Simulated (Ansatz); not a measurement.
# WS2 (CdCl2 (3R octahedral) bulk): Wannier functions and tight-binding models, part 2 of 3

Aim: build maximally localised Wannier functions for WS2 (CdCl2 (3R octahedral) bulk) from several sets of trial orbitals, and check spreads and centres, and how well the models interpolate the bands. The runs, in order: PBE, anion s p, 6×6×6; PBE, anion s p, 4×4×4; PBE, anion s p, 8×8×8; PBE, anion p, 6×6×6; PBE, metal d and anion p, 6×6×6; PBE, metal d and anion p, disentangled, 6×6×6; PBE, metal d, 6×6×6 (level, trial orbitals, Wannier mesh).

Ansatz 0.2.0; plane waves, PAW; no spin polarisation; no spin-orbit coupling unless a run is so named. Earlier steps stand in the parts before.

### 5 PBE, anion p, 6×6×6

File input.yaml:

```yaml
crystal:
  lattice:
    - [1.5985959956, 0.9229498284, 6.0871024982]
    - [-1.5985959956, 0.9229498284, 6.0871024982]
    - [0.0, -1.8458996568, 6.0871024982]
  atoms:
    - { symbol: W, position: [0.0, 0.0, 0.0] }
    - { symbol: S, position: [0.2477300228, 0.2477300228, 0.2477300228] }
    - { symbol: S, position: [0.7522699772, 0.7522699772, 0.7522699772] }
kpoints:
  mp_grid: { grid: [8, 8, 8] }
  band_path:
    path:
      - [[0.0, 0.0, 0.0], [0.5, 0.5, 0.5], [0.8180068083208, 0.1819931916792, 0.5]]
      - [[0.5, -0.1819931916792, 0.1819931916792], [0.5, 9.847157417517e-17, -4.288641166765e-17], [0.0, 0.0, 0.0], [0.3409965958396, -0.3409965958396, 4.230319738108e-18]]
      - [[0.6590034041604, 2.138433569743e-16, 0.3409965958396], [0.5, 1.431643640529e-16, 0.5], [0.0, 0.0, 0.0]]
    npoints: 10
hamiltonian:
  xc: pbe
scf:
  occupations: { method: fermi_dirac, width: 0.02 }
  n_extra_bands: 6
output:
  forces: false
  stress: false
  eigenvalues: true
  wannier:
    kmesh: [6, 6, 6]
    projections: [{ species: S, l: p, shell: 3 }]
    minimise: true
    write_hr: true
    conv_tol: 1.0e-08
    max_iter: 3000
```

The run is started by

```console
> ansatz run input.yaml --threads 4 --pin off --max-ram 3686MiB --backend cpu --events-out ev --progress --plain --runs-dir out
```

Standard output:

```text
Warning: RAYON_NUM_THREADS=4 ignored (pool sized by the plan → 4); use --threads N
basis.fft_grid_basis auto: the FFT boxes are laid along the combinations [[1, 0, -1], [0, 1, -1], [0, 0, 1]] of the cell's own vectors, 3.197, 3.197 and 6.361 Å long. The dense box has 24×24×45 points. Along the cell's own vectors, as sized, it would have 45×45×45, 3.52 times as many. Of the 12 symmetry operations that the crystal satisfies within crystal.symmetry.tolerance (time reversal apart; of a slab, those that keep its plane) the dense box along the cell's own vectors carries 12, and the one as laid loses 8 of those. basis.fft_grid_basis: typed keeps the cell's own vectors: state it where this run's energies or levels are differenced outside the engine with another run's, or held beside a run that keeps those vectors.
scf.n_extra_bands = 6 over 13 filled bands (N_el = 26.0): the run solves 19 bands
Engine: ansatz 0.2.0, aarch64-unknown-linux-gnu
Pseudopotentials: kind: paw
Pseudopotential: W, paw, valence charge 14, recommended cutoff 420 eV (normal), W.paw.azcp
Pseudopotential: S, paw, valence charge 6, recommended cutoff 420 eV (normal), S.paw.azcp
Functional definition: PBE
  parameter kappa = 0.804
  parameter beta = 0.06672455060314922
  exchange = pbe_x(kappa = kappa, mu = beta*pi^2/3)
  correlation = pbe_c(beta = beta)
Crystal: 3 atoms, lattice volume = 53.886 Å³
Basis set: ecut = 420 eV, 1071 PW (Γ), FFT grids on a1−a3, a2−a3, a3
Bands: 19, of which v1, the nominal top of the filled ones, is band 13 counted from 1 (12 counted from 0)
Symmetry: 12 space group operations
Space group: R-3m (ITA 166), of the structure as read, at distance tolerance 3.8e-5 Å
k-points: 65 of 512
Non-local potential: W, projectors of the file, l = 0: 3, l = 1: 2, l = 2: 2, l = 3: 1
Non-local potential: S, projectors of the file, l = 0: 2, l = 1: 2, l = 2: 2
PAW form: soft (Blöchl's): semilocal exchange-correlation on the pseudo side does not see the compensation charge
PAW one-centre angular grid: W, 590 points (default); XC on 64 Gauss nodes
PAW one-centre angular grid: S, 110 points (default); XC on 64 Gauss nodes
Initial density: superposition of atomic densities (neutral atoms: chi_scale 0, normalization atom), corrected by the library's trained network
Initial wavefunctions: pseudopotential atomic-orbital guess
Functional: x = pbe(κ = 0.804, μ = 0.2195149727645171), c = pbe(β = 0.06672455060314922)
SCF iter   1: F=—  HF=-12190.504951 eV  |F-HF|=—  |Δ(HF+E_count)|=         —  Δρ=4.07e-3  dr2=1.62e-2  ethr=1.77e-3  ⟨swp⟩=6.1  Hψ=7214  notcnv=0
preconditioner: auto → LDOS  [metal: Δε(μ)=0.015 eV  Ē_g=9.967 eV  σ=0.020 eV  W_gap=0.18  n_scr=16 (ndim 8)  ℏωp=21.5 eV  f_vac=0.011  D(μ)=2.22/eV (n_scr^D=22)  β→1.0]
SCF iter   2: F=—  HF=-12190.503690 eV  |F-HF|=—  |Δ(HF+E_count)|=   1.26e-3  Δρ=1.88e-3  dr2=3.06e-3  ethr=6.22e-5  ⟨swp⟩=2.9  Hψ=2509  notcnv=0  defer=81
SCF iter   3: F=—  HF=-12190.503014 eV  |F-HF|=—  |Δ(HF+E_count)|=   6.75e-4  Δρ=3.93e-4  dr2=1.75e-4  ethr=1.18e-5  ⟨swp⟩=2.0  Hψ=1970  notcnv=0  defer=81
SCF iter   4: F=—  HF=-12190.502988 eV  |F-HF|=—  |Δ(HF+E_count)|=   2.62e-5  Δρ=1.00e-4  dr2=5.90e-6  ethr=6.73e-7  ⟨swp⟩=2.0  Hψ=1629  notcnv=0  defer=81
SCF iter   5: F=—  HF=-12190.502990 eV  |F-HF|=—  |Δ(HF+E_count)|=   2.27e-6  Δρ=1.76e-5  dr2=1.64e-7  ethr=2.27e-8  ⟨swp⟩=2.2  Hψ=1678  notcnv=0  defer=81
SCF iter   6: F=-12190.502990 eV  HF=-12190.502990 eV  |F-HF|=1.36e-9  |Δ(HF+E_count)|=   6.95e-8  Δρ=3.20e-6  dr2=5.37e-9  ethr=3.85e-10  ⟨swp⟩=6.4  Hψ=3753  notcnv=0
SCF 1 converged in 6 iterations: F = -12190.502990 eV  dr2 = 5.37e-9
NSCF: frozen V_eff on 73 k-points
NSCF: frozen V_eff on 35 k-points
WARN: eigensolver did not converge in 2 slots of this pass, the one above among them; of largest residual over every band (k=21): 1 band(s) unlocked (lowest unlocked band 18, counted from 0; max residual 3.49e-5 eV among the unlocked bands, 3.49e-5 eV over every band); of lowest unlocked band (k=5): band 18
the Wannier pass solved 35 of the 216 points of its mesh, and has the states at the others by symmetry: states obtained by the crystal's operations at points that were solved too leave a residual of 2.11e-13 eV (read by the count's bands and the next), within 8.33e-6 eV
NSCF: frozen V_eff on 35 k-points
the Wannier pass solved 35 of the 216 points of its mesh, and has the states at the others by symmetry: states obtained by the crystal's operations at points that were solved too leave a residual of 3.13e-13 eV (read by the count's bands and the next), within 8.33e-6 eV
SCF converged after 6 iterations
Free energy (F): -12190.502990 eV
Harris-Foulkes:  -12190.502990 eV  (|F-HF|=1.36e-9)
Internal energy: -12190.500210 eV  (E = F + TS)
E sigma→0 (E₀):  -12190.501600 eV
Entropy (-TS):   -0.002780 eV (-0.927 meV/atom)
Fermi energy:    11.786115 eV
--- Per-component energies (eV) ---
  E_band       = -190.550556
  E_kinetic    = 666.031005
  E_local      = -1705.635582  (includes V_loc(G=0)·N_el)
  E_nonlocal   = 57.678476
  E_hartree    = 670.543616
  E_xc         = -461.779399
  E_vxc        = -414.557600  (∫ρ·V_xc dr)
  E_paw        = -9763.182690  (= ΣΔE_a)
  E_vpaw       = -135.151664  (= ΣTr[D̂ρ^β])
  E_aug_tail   = -0.000060  (compensation charges beyond the density's cutoff)
  E_ewald      = -1654.155576
  E_smearing   = -0.002780  (= −TS)
  E_closure    = -0.000000  (closes the sum)
  Σ components = -12190.502990   (vs F -12190.502990, Δ=0.00e0)
--- Band table (eV; the first three rows and the last of 65) ---
  k-point 0: bands = ["-63.1111", "-27.2959", "-27.2959", "-27.2953", "-3.9155", "-2.0178", "4.0412", "7.4954", "7.4954", "9.8206", "10.4844", "10.9332", "10.9332", "11.2489", "11.2489", "15.1525", "15.1525", "17.4171", "17.4171"]
  k-point 1: bands = ["-63.1088", "-27.3435", "-27.3070", "-27.2866", "-3.6475", "-1.9766", "4.3811", "6.9565", "7.6261", "9.2908", "9.9486", "10.0322", "10.5899", "11.7776", "12.1679", "14.6810", "15.0498", "18.2317", "18.4629"]
  k-point 2: bands = ["-63.1032", "-27.4569", "-27.3337", "-27.2657", "-2.9416", "-1.8463", "5.1464", "6.3994", "7.1079", "7.7107", "9.4268", "9.5713", "10.1302", "12.4690", "12.7941", "15.0020", "15.0869", "18.2393", "18.9554"]
  k-point 64: bands = ["-63.1111", "-27.2959", "-27.2959", "-27.2954", "-3.6549", "-2.4866", "5.1663", "7.5192", "7.5192", "7.5206", "10.9519", "10.9519", "11.1208", "11.1208", "11.6679", "15.2872", "15.2872", "17.4671", "18.6945"]
Wannier search: line search 1 of at most 3000: gauge-dependent spread (as the search counts it) 0.5648068 Å², largest recent change 6.7e-2 Å² and fall left 6.6e-5 Å² against conv_tol 1.0e-8 Å², 0 stops escaped
```

It took 3 s on 4 threads of Arm Neoverse V2, shared host; peak memory 0.39 GiB.

The eigensolver's warning concerns residuals under 0.0001 eV, too small to move the results.

wannier.win, as written (k points left out):

```
! ansatz wannier90 interface
! projections by site (counted from 0) and shell: 1 3P, 2 3P
! states of the run's bands (counted from 1): combinations of 7-15
! their least projectability: 0.5423
num_bands = 6
num_wann  = 6
num_iter  = 2000
conv_tol = 1e-8
conv_window = 5
guiding_centres = true
write_hr = true

begin unit_cell_cart
Ang
  1.5985959956128877  0.9229498283925592  6.0871024982
  -1.5985959956128877  0.9229498283925592  6.0871024982
  0.0  -1.8458996567851185  6.0871024982
end unit_cell_cart

begin atoms_frac
W  0.0  0.0  0.0
S  0.2477300228  0.2477300228  0.2477300228
S  0.7522699772  0.7522699772  0.7522699772
end atoms_frac

mp_grid = 6 6 6
```

wannier.win names the bands that the functions span: combinations of 7-15 (counted from 1; 13 are filled by count, though the bands overlap). Combinations are drawn from entangled bands, so such a model needn't follow any one band.

The head of wannier.spreads.toml:

```toml
omega_i_ang2 = 13.761456740848416
omega_d_ang2 = 0.04294447047146915
omega_od_ang2 = 0.5192711823364797
omega_total_ang2 = 14.323672393656365
least_projectability = 0.5422940893820019
b_vectors_match_mmn = true
n_iter = 25
converged = true
rejected_fitted_steps = 0
```

The functions (centres in Å, on-site energies from the highest level of the last filled band):

```csv
n,x,y,z,spread (Å²),on-site (eV),nearest atoms,distance (Å)
1,0.015,0.008,4.721,2.455,-5.072,S2,0.20
2,-0.063,0.084,4.888,2.353,-4.940,S2,0.38
3,0.044,-0.094,4.888,2.353,-4.940,S2,0.38
4,0.015,-0.008,13.540,2.455,-5.072,S3,0.20
5,-0.063,-0.084,13.373,2.353,-4.940,S3,0.38
6,0.044,0.094,13.373,2.353,-4.940,S3,0.38
```

The largest hoppings ⟨m, 0|H|n, R⟩, one of each Hermitian pair (signs follow the phases of the functions):

```csv
m,n,R,distance (Å),t (eV)
6,6,0 1 -1,3.20,0.636
3,3,1 0 -1,3.20,0.636
2,2,1 -1 0,3.20,0.628
5,5,1 -1 0,3.20,0.628
6,3,1 1 -1,4.25,0.620
5,6,1 0 -1,3.41,0.495
3,2,0 1 -1,3.41,-0.495
2,5,1 -1 -1,4.33,0.429
```

Interpolated bands at the corners of the path, eV from the highest level of the last filled band:

```csv
point,e1,e2,e3,e4,e5,e6
Γ,-8.21,-4.79,-4.79,-2.47,-1.04,-1.04
T,-6.90,-4.77,-4.77,-4.77,-1.17,-1.17
H_2,-6.82,-6.62,-6.29,-5.26,-4.61,-4.11
H_0,-6.83,-6.61,-6.28,-5.26,-4.60,-4.12
L,-8.05,-6.12,-6.01,-4.96,-3.74,-2.40
Γ,-8.21,-4.79,-4.79,-2.47,-1.04,-1.04
S_0,-6.80,-6.55,-6.35,-5.16,-4.69,-4.16
S_2,-6.80,-6.55,-6.35,-5.15,-4.70,-4.16
F,-8.24,-6.23,-5.19,-4.86,-3.71,-2.65
Γ,-8.21,-4.79,-4.79,-2.47,-1.04,-1.04
```

Along the path each interpolated band stays within 0.36, 0.31, 0.24, 0.37, 0.58, 0.58 eV of the nearest computed level, from the lowest band up.

### 6 PBE, metal d and anion p, 6×6×6

Edit input.yaml of step 5 so:

```diff
@@ -28,3 +28,3 @@
     kmesh: [6, 6, 6]
-    projections: [{ species: S, l: p, shell: 3 }]
+    projections: [{ species: W, l: d, shell: 5 }, { species: S, l: p, shell: 3 }]
     minimise: true
```

The run is started by

```console
> ansatz run input.yaml --threads 4 --pin off --max-ram 3686MiB --backend cpu --events-out ev --progress --plain --runs-dir out
```

Standard output:

```text
Warning: RAYON_NUM_THREADS=4 ignored (pool sized by the plan → 4); use --threads N
basis.fft_grid_basis auto: the FFT boxes are laid along the combinations [[1, 0, -1], [0, 1, -1], [0, 0, 1]] of the cell's own vectors, 3.197, 3.197 and 6.361 Å long. The dense box has 24×24×45 points. Along the cell's own vectors, as sized, it would have 45×45×45, 3.52 times as many. Of the 12 symmetry operations that the crystal satisfies within crystal.symmetry.tolerance (time reversal apart; of a slab, those that keep its plane) the dense box along the cell's own vectors carries 12, and the one as laid loses 8 of those. basis.fft_grid_basis: typed keeps the cell's own vectors: state it where this run's energies or levels are differenced outside the engine with another run's, or held beside a run that keeps those vectors.
scf.n_extra_bands = 6 over 13 filled bands (N_el = 26.0): the run solves 19 bands
[... 9 set-up lines as earlier in the session ...]
Crystal: 3 atoms, lattice volume = 53.886 Å³
Basis set: ecut = 420 eV, 1071 PW (Γ), FFT grids on a1−a3, a2−a3, a3
Bands: 19, of which v1, the nominal top of the filled ones, is band 13 counted from 1 (12 counted from 0)
[... 2 set-up lines as earlier in the session ...]
k-points: 65 of 512
[... 8 set-up lines as earlier in the session ...]
SCF iter   1: F=—  HF=-12190.504951 eV  |F-HF|=—  |Δ(HF+E_count)|=         —  Δρ=4.07e-3  dr2=1.62e-2  ethr=1.77e-3  ⟨swp⟩=6.1  Hψ=7214  notcnv=0
preconditioner: auto → LDOS  [metal: Δε(μ)=0.015 eV  Ē_g=9.967 eV  σ=0.020 eV  W_gap=0.18  n_scr=16 (ndim 8)  ℏωp=21.5 eV  f_vac=0.011  D(μ)=2.22/eV (n_scr^D=22)  β→1.0]
SCF iter   2: F=—  HF=-12190.503690 eV  |F-HF|=—  |Δ(HF+E_count)|=   1.26e-3  Δρ=1.88e-3  dr2=3.06e-3  ethr=6.22e-5  ⟨swp⟩=2.9  Hψ=2509  notcnv=0  defer=81
SCF iter   3: F=—  HF=-12190.503014 eV  |F-HF|=—  |Δ(HF+E_count)|=   6.75e-4  Δρ=3.93e-4  dr2=1.75e-4  ethr=1.18e-5  ⟨swp⟩=2.0  Hψ=1970  notcnv=0  defer=81
SCF iter   4: F=—  HF=-12190.502988 eV  |F-HF|=—  |Δ(HF+E_count)|=   2.62e-5  Δρ=1.00e-4  dr2=5.90e-6  ethr=6.73e-7  ⟨swp⟩=2.0  Hψ=1629  notcnv=0  defer=81
SCF iter   5: F=—  HF=-12190.502990 eV  |F-HF|=—  |Δ(HF+E_count)|=   2.27e-6  Δρ=1.76e-5  dr2=1.64e-7  ethr=2.27e-8  ⟨swp⟩=2.2  Hψ=1678  notcnv=0  defer=81
SCF iter   6: F=-12190.502990 eV  HF=-12190.502990 eV  |F-HF|=1.36e-9  |Δ(HF+E_count)|=   6.95e-8  Δρ=3.20e-6  dr2=5.37e-9  ethr=3.85e-10  ⟨swp⟩=6.4  Hψ=3753  notcnv=0
SCF 1 converged in 6 iterations: F = -12190.502990 eV  dr2 = 5.37e-9
NSCF: frozen V_eff on 73 k-points
NSCF: frozen V_eff on 35 k-points
WARN: eigensolver did not converge in 2 slots of this pass, the one above among them; of largest residual over every band (k=21): 1 band(s) unlocked (lowest unlocked band 18, counted from 0; max residual 3.49e-5 eV among the unlocked bands, 3.49e-5 eV over every band); of lowest unlocked band (k=5): band 18
the Wannier pass solved 35 of the 216 points of its mesh, and has the states at the others by symmetry: states obtained by the crystal's operations at points that were solved too leave a residual of 2.11e-13 eV (read by the count's bands and the next), within 8.33e-6 eV
NSCF: frozen V_eff on 35 k-points
the Wannier pass solved 35 of the 216 points of its mesh, and has the states at the others by symmetry: states obtained by the crystal's operations at points that were solved too leave a residual of 2.80e-13 eV (read by the count's bands and the next), within 8.33e-6 eV
SCF converged after 6 iterations
Free energy (F): -12190.502990 eV
Harris-Foulkes:  -12190.502990 eV  (|F-HF|=1.36e-9)
Internal energy: -12190.500210 eV  (E = F + TS)
E sigma→0 (E₀):  -12190.501600 eV
Entropy (-TS):   -0.002780 eV (-0.927 meV/atom)
Fermi energy:    11.786115 eV
--- Per-component energies (eV) ---
  E_band       = -190.550556
  E_kinetic    = 666.031005
  E_local      = -1705.635582  (includes V_loc(G=0)·N_el)
  E_nonlocal   = 57.678476
  E_hartree    = 670.543616
  E_xc         = -461.779399
  E_vxc        = -414.557600  (∫ρ·V_xc dr)
  E_paw        = -9763.182690  (= ΣΔE_a)
  E_vpaw       = -135.151664  (= ΣTr[D̂ρ^β])
  E_aug_tail   = -0.000060  (compensation charges beyond the density's cutoff)
  E_ewald      = -1654.155576
  E_smearing   = -0.002780  (= −TS)
  E_closure    = -0.000000  (closes the sum)
  Σ components = -12190.502990   (vs F -12190.502990, Δ=0.00e0)
--- Band table (eV; the first three rows and the last of 65) ---
  k-point 0: bands = ["-63.1111", "-27.2959", "-27.2959", "-27.2953", "-3.9155", "-2.0178", "4.0412", "7.4954", "7.4954", "9.8206", "10.4844", "10.9332", "10.9332", "11.2489", "11.2489", "15.1525", "15.1525", "17.4171", "17.4171"]
  k-point 1: bands = ["-63.1088", "-27.3435", "-27.3070", "-27.2866", "-3.6475", "-1.9766", "4.3811", "6.9565", "7.6261", "9.2908", "9.9486", "10.0322", "10.5899", "11.7776", "12.1679", "14.6810", "15.0498", "18.2317", "18.4629"]
  k-point 2: bands = ["-63.1032", "-27.4569", "-27.3337", "-27.2657", "-2.9416", "-1.8463", "5.1464", "6.3994", "7.1079", "7.7107", "9.4268", "9.5713", "10.1302", "12.4690", "12.7941", "15.0020", "15.0869", "18.2393", "18.9554"]
  k-point 64: bands = ["-63.1111", "-27.2959", "-27.2959", "-27.2954", "-3.6549", "-2.4866", "5.1663", "7.5192", "7.5192", "7.5206", "10.9519", "10.9519", "11.1208", "11.1208", "11.6679", "15.2872", "15.2872", "17.4671", "18.6945"]
Wannier search: line search 1 of at most 3000: gauge-dependent spread (as the search counts it) 1.5243371 Å², largest recent change 3.1e-1 Å² and fall left 4.9e-4 Å² against conv_tol 1.0e-8 Å², 0 stops escaped
WARN: <dir> 746 periodic images of 736 elements of H(R) lie 4.88e-4 to 1.95e-3 Å beyond their element's nearest image, near the 9.77e-4 Å window within which an element is shared among its images; whether they share it moves the interpolated H(k) by 4.9e-2 eV (Frobenius norm, root mean square over the Brillouin zone); at the model's own mesh points H(k) does not change
```

Wall time 3.9 s (4 threads of Arm Neoverse V2, shared host); peak memory 0.41 GiB.

The eigensolver's warning concerns residuals under 0.0001 eV, too small to move the results.

wannier.win, as written (k points left out):

```
! ansatz wannier90 interface
! projections by site (counted from 0) and shell: 0 5D, 1 3P, 2 3P
! states of the run's bands (counted from 1): combinations of 7-19
! their least projectability: 0.3725
num_bands = 11
num_wann  = 11
num_iter  = 2000
conv_tol = 1e-8
conv_window = 5
guiding_centres = true
write_hr = true

begin unit_cell_cart
Ang
  1.5985959956128877  0.9229498283925592  6.0871024982
  -1.5985959956128877  0.9229498283925592  6.0871024982
  0.0  -1.8458996567851185  6.0871024982
end unit_cell_cart

begin atoms_frac
W  0.0  0.0  0.0
S  0.2477300228  0.2477300228  0.2477300228
S  0.7522699772  0.7522699772  0.7522699772
end atoms_frac

mp_grid = 6 6 6
```

wannier.win names the bands that the functions span: combinations of 7-19 (counted from 1; 13 are filled by count, though the bands overlap). Combinations are drawn from entangled bands, so such a model needn't follow any one band.

The head of wannier.spreads.toml:

```toml
omega_i_ang2 = 20.10829227741843
omega_d_ang2 = 0.004079168864055193
omega_od_ang2 = 1.4556670668082408
omega_total_ang2 = 21.568038513090723
least_projectability = 0.37250445557267586
b_vectors_match_mmn = true
n_iter = 69
converged = true
rejected_fitted_steps = 1
```

The functions (centres in Å, on-site energies from the highest level of the last filled band):

```csv
n,x,y,z,spread (Å²),on-site (eV),nearest atoms,distance (Å)
1,0.000,0.000,0.000,1.655,-1.476,W1,0.00
2,0.000,0.000,0.000,2.849,0.407,W1,0.00
3,0.000,0.000,0.000,2.849,0.408,W1,0.00
4,0.000,0.000,0.000,1.655,-1.476,W1,0.00
5,0.000,0.000,0.000,1.638,-1.496,W1,0.00
6,0.000,0.000,4.420,1.987,-3.665,S2,0.10
7,0.001,0.005,4.576,1.737,-3.381,S2,0.05
8,-0.001,-0.005,4.576,1.737,-3.382,S2,0.05
9,0.000,0.000,13.842,1.987,-3.665,S3,0.10
10,0.003,-0.004,13.685,1.737,-3.381,S3,0.05
11,-0.003,0.004,13.685,1.737,-3.382,S3,0.05
```

The largest hoppings ⟨m, 0|H|n, R⟩, one of each Hermitian pair (signs follow the phases of the functions):

```csv
m,n,R,distance (Å),t (eV)
8,3,0 0 1,2.38,-1.624
10,2,1 0 1,2.38,1.574
11,3,1 1 0,2.38,1.524
6,3,0 0 1,2.49,1.275
7,2,0 1 0,2.38,-1.275
9,2,1 0 1,2.49,-1.274
9,3,1 1 0,2.49,-1.271
6,2,0 1 0,2.49,1.266
```

Interpolated bands at the corners of the path, eV from the highest level of the last filled band (the lowest 3 left out):

```csv
point,e4,e5,e6,e7,e8,e9,e10,e11
Γ,-2.47,-1.80,-1.35,-1.35,-1.04,-1.04,2.87,2.87
T,-4.77,-1.33,-1.33,-1.17,-1.17,-0.62,3.00,3.00
H_2,-5.27,-4.61,-4.15,-0.18,0.12,0.64,2.98,3.28
H_0,-5.27,-4.62,-4.15,-0.18,0.12,0.64,2.99,3.28
L,-4.96,-3.74,-2.56,-2.40,1.12,1.92,3.04,4.01
Γ,-2.47,-1.80,-1.35,-1.35,-1.04,-1.04,2.87,2.87
S_0,-5.16,-4.73,-4.17,-0.16,0.37,0.39,2.97,3.39
S_2,-5.16,-4.73,-4.17,-0.16,0.37,0.39,2.97,3.39
F,-4.86,-3.71,-2.91,-2.65,1.12,1.70,3.61,5.66
Γ,-2.47,-1.80,-1.35,-1.35,-1.04,-1.04,2.87,2.87
```

Along the path each interpolated band stays within 0.06, 0.04, 0.03, 0.05, 0.04, 0.04, 0.04, 0.04, 0.09, 0.12, 0.51 eV of the nearest computed level, from the lowest band up.

(Continued in part 3 of 3.)
